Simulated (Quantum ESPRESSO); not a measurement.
# Sb (Im-3m) in Quantum ESPRESSO: a series of runs, part 2 of 2

Quantum ESPRESSO 7.5. Earlier steps stand in the parts before.

### 3 Single point, LDA, 24.64 Å³/atom

File pw.in:

```
&CONTROL
  calculation = 'scf'
  prefix = 'pwscf'
  outdir = './tmp'
  pseudo_dir = './pseudo'
  tstress = .true.
  disk_io = 'nowf'
/
&SYSTEM
  ibrav = 0
  nat = 1
  ntyp = 1
  ecutwfc = 45
  ecutrho = 360
  nbnd = 13
  occupations = 'smearing'
  smearing = 'fd'
  degauss = 0.00367493
/
&ELECTRONS
  conv_thr = 2d-10
  electron_maxstep = 120
  mixing_beta = 0.5
/
ATOMIC_SPECIES
Sb   121.7600 sb_lda_v1.4.uspp.F.UPF
CELL_PARAMETERS angstrom
  -1.8331395369    1.8331395369    1.8331395369
   1.8331395369   -1.8331395369    1.8331395369
   1.8331395369    1.8331395369   -1.8331395369
ATOMIC_POSITIONS crystal
Sb     0.0000000000    0.0000000000    0.0000000000
K_POINTS automatic
10 10 10 0 0 0
```

Potentials or basis: GBRV 1.5 LDA.

The run is started by

```sh
> OMP_NUM_THREADS=1 mpirun -n 2 pw.x -nk 2 -in pw.in > pw.out
```

pw.out:

```text
This program is part of the open-source Quantum ESPRESSO suite
     for quantum simulation of materials; please cite
[... 13 lines left out ...]
     --------------------
     sticks:   dense  smooth     PW     G-vecs:    dense   smooth      PW
     Sum         969     483    181                19141     6819    1553

     Using Slab Decomposition

     bravais-lattice index     =            0
     lattice parameter (alat)  =       6.0001  a.u.
     unit-cell volume          =     166.2812 (a.u.)^3
     number of atoms/cell      =            1
     number of atomic types    =            1
     number of electrons       =        15.00
     number of Kohn-Sham states=           13
     kinetic-energy cutoff     =      45.0000  Ry
     charge density cutoff     =     360.0000  Ry
     scf convergence threshold =      2.0E-10
     mixing beta               =       0.5000
     number of iterations used =            8  plain     mixing
     Exchange-correlation=  SLA  PZ   NOGX NOGC
                           (   1   1   0   0   0   0   0)

     celldm(1)=   6.000052  celldm(2)=   0.000000  celldm(3)=   0.000000
     celldm(4)=   0.000000  celldm(5)=   0.000000  celldm(6)=   0.000000

     crystal axes: (cart. coord. in units of alat)
               a(1) = (  -0.577350   0.577350   0.577350 )
               a(2) = (   0.577350  -0.577350   0.577350 )
               a(3) = (   0.577350   0.577350  -0.577350 )

     reciprocal axes: (cart. coord. in units 2 pi/alat)
               b(1) = ( -0.000000  0.866025  0.866025 )
               b(2) = (  0.866025 -0.000000  0.866025 )
               b(3) = (  0.866025  0.866025  0.000000 )

     PseudoPot. # 1 for Sb read from file:
     sb_lda_v1.4.uspp.F.UPF
     Pseudo is Ultrasoft + core correction, Zval = 15.0
     Generated by new atomic code, or converted to UPF format
     Using radial grid of  891 points,  6 beta functions with:
                l(1) =   0
                l(2) =   0
                l(3) =   1
                l(4) =   1
                l(5) =   2
                l(6) =   2
     Q(r) pseudized with  8 coefficients,  rinner =    1.350   1.350   1.350
                                                       1.350   1.350

     atomic species   valence    mass     pseudopotential
     Sb               15.00   121.76000     Sb( 1.00)

     48 Sym. Ops., with inversion, found

   Cartesian axes

     site n.     atom                  positions (alat units)
         1        Sb     tau(   1) = (   0.0000000   0.0000000   0.0000000  )

     number of k points=    47  Fermi-Dirac smearing, width (Ry)=  0.0037
                       cart. coord. in units 2pi/alat
        k(    1) = (   0.0000000   0.0000000   0.0000000), wk =   0.0020000
        k(    2) = (   0.0866025   0.0866025   0.0000000), wk =   0.0240000
        k(    3) = (   0.1732051   0.1732051   0.0000000), wk =   0.0240000
        k(    4) = (   0.2598076   0.2598076   0.0000000), wk =   0.0240000
        k(    5) = (   0.3464102   0.3464102   0.0000000), wk =   0.0240000
        k(    6) = (  -0.4330127  -0.4330127   0.0000000), wk =   0.0120000
[... 39 lines left out ...]
        k(   46) = (  -0.8660254  -0.0866025  -0.0866025), wk =   0.0240000
        k(   47) = (  -0.8660254  -0.8660254  -0.8660254), wk =   0.0020000

     Dense  grid:    19141 G-vectors     FFT dimensions: (  40,  40,  40)

     Smooth grid:     6819 G-vectors     FFT dimensions: (  25,  25,  25)

     Check: negative core charge=   -0.000002

     Initial potential from superposition of free atoms

     starting charge      14.0000, renormalised to      15.0000
     Starting wfcs are    9 randomized atomic wfcs +    4 random wfcs

     Self-consistent Calculation

     iteration #  1     ecut=    45.00 Ry     beta= 0.50
     Davidson diagonalization with overlap
     ethr =  1.00E-02,  avg # of iterations =  5.6

     total energy              =    -184.35396803 Ry
     estimated scf accuracy    <       0.98119534 Ry
[... 43 lines left out ...]
     iteration #  8     ecut=    45.00 Ry     beta= 0.50
     Davidson diagonalization with overlap
     ethr =  1.66E-11,  avg # of iterations =  2.0

     End of self-consistent calculation

          k = 0.0000 0.0000 0.0000 (   887 PWs)   bands (ev):

   -16.2065 -16.2065 -16.2065 -16.1085 -16.1085  -0.6622  19.0321  19.0321
    19.0321  24.7903  24.7903  24.7903  25.1866
[... 18 lines left out ...]
   -16.2328 -16.1824 -16.1164 -16.1138 -16.0606   2.8157   8.3312  15.0577
    17.1213  20.0562  20.5067  26.6587  28.2426

          k =-0.4330-0.4330 0.0000 (   846 PWs)   bands (ev):

   -16.2357 -16.1843 -16.1144 -16.1132 -16.0450   3.8905   6.8160  14.7969
    16.9495  19.8734  20.3250  27.5382  29.0849

          k = 0.1732 0.0866 0.0866 (   859 PWs)   bands (ev):
[... 81 lines left out ...]
   -16.2005 -16.1324 -16.1324 -16.1081 -16.1081   4.8537   9.0209   9.0209
    13.0374  25.6944  27.5309  27.5309  31.0876

          k =-0.0000-0.1732 0.3464 (   850 PWs)   bands (ev):

   -16.2096 -16.1739 -16.1300 -16.1152 -16.1033   1.5778  11.2648  15.0874
    16.5539  21.0420  22.1568  23.3956  29.6405

          k = 0.0866-0.0866 0.3464 (   856 PWs)   bands (ev):
[... 46 lines left out ...]
   -16.1639 -16.1639 -16.1555 -16.1431 -16.1172   1.1403  14.2936  14.9213
    14.9213  19.3948  25.1188  25.1188  26.0631

          k =-0.0000-0.0866 0.4330 (   845 PWs)   bands (ev):

   -16.1675 -16.1620 -16.1402 -16.1275 -16.1080   2.2394  11.7492  13.7964
    14.7088  18.9409  24.5767  25.0250  26.8951

          k = 0.0000-0.1732 0.5196 (   835 PWs)   bands (ev):
[... 21 lines left out ...]
   -16.1731 -16.1731 -16.1542 -16.0720 -16.0720   5.5154   9.2823   9.2823
    15.4265  19.8333  19.8333  23.6736  31.6685

          k =-0.0000-0.0000 0.5196 (   843 PWs)   bands (ev):

   -16.1750 -16.1494 -16.1186 -16.1186 -16.1102   3.3154  12.1668  12.6808
    12.6808  17.4256  23.6567  27.5071  27.5071

          k = 0.0000-0.0866 0.6062 (   845 PWs)   bands (ev):
[... 26 lines left out ...]
   -16.2116 -16.2116 -16.0598 -16.0598 -16.0598   7.5987  10.7464  10.7464
    10.7464  15.8696  15.8696  31.6958  33.9461

     the Fermi energy is    12.9302 ev

!    total energy              =    -184.55271825 Ry
     estimated scf accuracy    <          1.9E-10 Ry
     smearing contrib. (-TS)   =      -0.00067175 Ry
     internal energy E=F+TS    =    -184.55204649 Ry

     The total energy is F=E-TS. E is the sum of the following terms:
     one-electron contribution =     -65.73612582 Ry
     hartree contribution      =      42.82907647 Ry
     xc contribution           =     -43.45844949 Ry
     ewald contribution        =    -118.18654766 Ry

     convergence has been achieved in   8 iterations

     Computing stress (Cartesian axis) and pressure

          total   stress  (Ry/bohr**3)                   (kbar)     P=       32.81
   0.00022307  -0.00000000  -0.00000000           32.81       -0.00       -0.00
  -0.00000000   0.00022307  -0.00000000           -0.00       32.81       -0.00
  -0.00000000  -0.00000000   0.00022307           -0.00       -0.00       32.81

=------------------------------------------------------------------------------=
   JOB DONE.
=------------------------------------------------------------------------------=
```

It took 2.9 s on 2 MPI ranks of AMD EPYC 9R45 (Zen 5), shared host; peak memory 0.18 GiB.

Results:

```
Free energy            : -2510.9676 eV
Pressure               : 3.3 GPa
Band gap on the k mesh : none (metal or under the smearing width)
```

### 4 Single point, LDA, 25.16 Å³/atom

pw.in: that of step 3 with these lines changed.

```diff
@@ -27,5 +27,5 @@
 CELL_PARAMETERS angstrom
-  -1.8331395369    1.8331395369    1.8331395369
-   1.8331395369   -1.8331395369    1.8331395369
-   1.8331395369    1.8331395369   -1.8331395369
+  -1.8460493956    1.8460493956    1.8460493956
+   1.8460493956   -1.8460493956    1.8460493956
+   1.8460493956    1.8460493956   -1.8460493956
 ATOMIC_POSITIONS crystal
```

The run is started by

```sh
> OMP_NUM_THREADS=1 mpirun -n 2 pw.x -nk 2 -in pw.in > pw.out
```

Wall time 2.9 s (2 MPI ranks of AMD EPYC 9R45 (Zen 5), shared host); peak memory 0.18 GiB.

It converged, with:

* Free energy: -2510.9765 eV
* Pressure: 1.6 GPa
* Band gap on the k mesh: none (metal or under the smearing width)

### 5 Single point, LDA, 25.69 Å³/atom

pw.in: that of step 4 with these lines changed.

```diff
@@ -27,5 +27,5 @@
 CELL_PARAMETERS angstrom
-  -1.8460493956    1.8460493956    1.8460493956
-   1.8460493956   -1.8460493956    1.8460493956
-   1.8460493956    1.8460493956   -1.8460493956
+  -1.8587811731    1.8587811731    1.8587811731
+   1.8587811731   -1.8587811731    1.8587811731
+   1.8587811731    1.8587811731   -1.8587811731
 ATOMIC_POSITIONS crystal
```

The run is started by

```sh
> OMP_NUM_THREADS=1 mpirun -n 2 pw.x -nk 2 -in pw.in > pw.out
```

It took 2.9 s on 2 MPI ranks of AMD EPYC 9R45 (Zen 5), shared host; peak memory 0.18 GiB.

The run converged. Its results:

* Free energy: -2510.9799 eV
* Pressure: 0.0 GPa
* Band gap on the k mesh: none (metal or under the smearing width)

### 6 Single point, LDA, 26.21 Å³/atom

pw.in: that of step 5 with these lines changed.

```diff
@@ -27,5 +27,5 @@
 CELL_PARAMETERS angstrom
-  -1.8587811731    1.8587811731    1.8587811731
-   1.8587811731   -1.8587811731    1.8587811731
-   1.8587811731    1.8587811731   -1.8587811731
+  -1.8713408863    1.8713408863    1.8713408863
+   1.8713408863   -1.8713408863    1.8713408863
+   1.8713408863    1.8713408863   -1.8713408863
 ATOMIC_POSITIONS crystal
```

Potentials or basis: GBRV 1.5 LDA.

The run is started by

```sh
> OMP_NUM_THREADS=1 mpirun -n 2 pw.x -nk 2 -in pw.in > pw.out
```

It took 4 s on 2 MPI ranks of AMD EPYC 9R45 (Zen 5), shared host; peak memory 0.18 GiB.

The run converged. Its results:

```yaml
Free_energy: -2510.9786 eV
Pressure: -1.4 GPa
Band_gap_on_the_k_mesh: none (metal or under the smearing width)
```

### 7 Single point, LDA, 26.74 Å³/atom

pw.in: that of step 6 with these lines changed.

```diff
@@ -27,5 +27,5 @@
 CELL_PARAMETERS angstrom
-  -1.8713408863    1.8713408863    1.8713408863
-   1.8713408863   -1.8713408863    1.8713408863
-   1.8713408863    1.8713408863   -1.8713408863
+  -1.8837342335    1.8837342335    1.8837342335
+   1.8837342335   -1.8837342335    1.8837342335
+   1.8837342335    1.8837342335   -1.8837342335
 ATOMIC_POSITIONS crystal
```

The run is started by

```sh
> OMP_NUM_THREADS=1 mpirun -n 2 pw.x -nk 2 -in pw.in > pw.out
```

Wall time 3.7 s (2 MPI ranks of AMD EPYC 9R45 (Zen 5), shared host); peak memory 0.18 GiB.

The run converged. Its results:

| Item | Value |
| --- | --- |
| Free energy | -2510.9730 eV |
| Pressure | -2.6 GPa |
| Band gap on the k mesh | none (metal or under the smearing width) |

### 8 Single point, LDA, 27.26 Å³/atom

pw.in: that of step 7 with these lines changed.

```diff
@@ -27,5 +27,5 @@
 CELL_PARAMETERS angstrom
-  -1.8837342335    1.8837342335    1.8837342335
-   1.8837342335   -1.8837342335    1.8837342335
-   1.8837342335    1.8837342335   -1.8837342335
+  -1.8959666167    1.8959666167    1.8959666167
+   1.8959666167   -1.8959666167    1.8959666167
+   1.8959666167    1.8959666167   -1.8959666167
 ATOMIC_POSITIONS crystal
```

The run is started by

```sh
> OMP_NUM_THREADS=1 mpirun -n 2 pw.x -nk 2 -in pw.in > pw.out
```

Run time: 4 s. Hardware: 2 MPI ranks of AMD EPYC 9R45 (Zen 5), shared host; peak memory 0.18 GiB.

The run converged. Its results:

* Free energy: -2510.9634 eV
* Pressure: -3.7 GPa
* Band gap on the k mesh: none (metal or under the smearing width)

### 9 Single point, LDA, 27.79 Å³/atom

pw.in: that of step 8 with these lines changed.

```diff
@@ -27,5 +27,5 @@
 CELL_PARAMETERS angstrom
-  -1.8959666167    1.8959666167    1.8959666167
-   1.8959666167   -1.8959666167    1.8959666167
-   1.8959666167    1.8959666167   -1.8959666167
+  -1.9080431628    1.9080431628    1.9080431628
+   1.9080431628   -1.9080431628    1.9080431628
+   1.9080431628    1.9080431628   -1.9080431628
 ATOMIC_POSITIONS crystal
```

Potentials or basis: GBRV 1.5 LDA.

The run is started by

```sh
> OMP_NUM_THREADS=1 mpirun -n 2 pw.x -nk 2 -in pw.in > pw.out
```

Run time: 4 s. Hardware: 2 MPI ranks of AMD EPYC 9R45 (Zen 5), shared host; peak memory 0.18 GiB.

The run converged. Its results:

```yaml
Free_energy: -2510.9504 eV
Pressure: -4.7 GPa
Band_gap_on_the_k_mesh: none (metal or under the smearing width)
```

### 10 Equation of state, LDA

This step only gathers the single runs of the series.

What came out:

| Item | Value |
| --- | --- |
| Equilibrium volume | 25.80 Å³/atom |
| Bulk modulus | 70 GPa |
| Pressure derivative of the bulk modulus | 4.2 |

Energy against volume, from the lowest point:
```
volume (Å³/atom)  energy (meV/atom)
          24.640              12.25
          25.165               3.43
          25.689               0.00
          26.213               1.34
          26.737               6.93
          27.262              16.46
          27.786              29.47
```

The run has no spin-orbit coupling, so splittings on Sb are missing.

### 11 The reference run

An earlier run on the cell as given: functional PBEsol; potentials or basis GBRV 1.5 PBEsol; cutoff 612 eV; density cutoff 4898 eV; k mesh 10 × 10 × 10; occupations fermi-dirac, width 0.05 eV; no spin polarisation.

- Pressure: -0.1 GPa
- Band gap on the k mesh: none (metal or under the smearing width)

### 12 The runs side by side

| task | level | potentials or basis | form of the LDA correlation | gap on the mesh (eV) | pressure (GPa) |
| --- | --- | --- | --- | --- | --- |
| band structure | PBEsol | GBRV 1.5 PBEsol | - | none | -0.1 |
| equation of state | LDA | GBRV 1.5 LDA | PZ81 | - | - |
| single point | PBEsol | GBRV 1.5 PBEsol | - | none | -0.1 |

Alike in all rows: no spin polarisation; cell as given; k mesh 10 × 10 × 10; cutoff (eV) 612; smearing fermi-dirac 0.05 eV.

Caveats: spin-orbit coupling is left out, which moves the levels of the heavy elements (some runs).

Total energies depend on the potentials used, so only differences within one code and one set of settings carry meaning.
